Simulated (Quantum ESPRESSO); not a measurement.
The system is ZrB2.

```
Zr B
1.0
     3.17000    0.00000    0.00000
    -1.58500    2.74530    0.00000
     0.00000    0.00000    3.53300
Zr B
1 2
Direct
  0.00000 0.00000 0.00000
  0.66667 0.33333 0.50000
  0.33333 0.66667 0.50000
```

Base run:

* Program: Quantum ESPRESSO 7.5
* Functional: PBEsol
* Potentials or basis: GBRV 1.5 PBEsol
* Cutoff: 612 eV
* Density cutoff: 4898 eV
* k mesh: 10 × 10 × 8
* Occupations: fermi-dirac, width 0.05 eV
* Spin: no spin polarisation
* Hubbard terms: Zr d U = 1 eV

Its results: band gap on the k mesh none (metal or under the smearing width); pressure -4.8 GPa.

**Question.** The run is repeated on the same cell with these changes: hubbard terms from Zr d U = 1 eV to Zr d U = 3 eV. What comes out?

**Answer.** Band gap on the k mesh none (metal or under the smearing width); pressure -6.5 GPa.

Caveats: U without spin polarisation on a metal has little footing; the U is typed as a test and isn't derived for this compound.
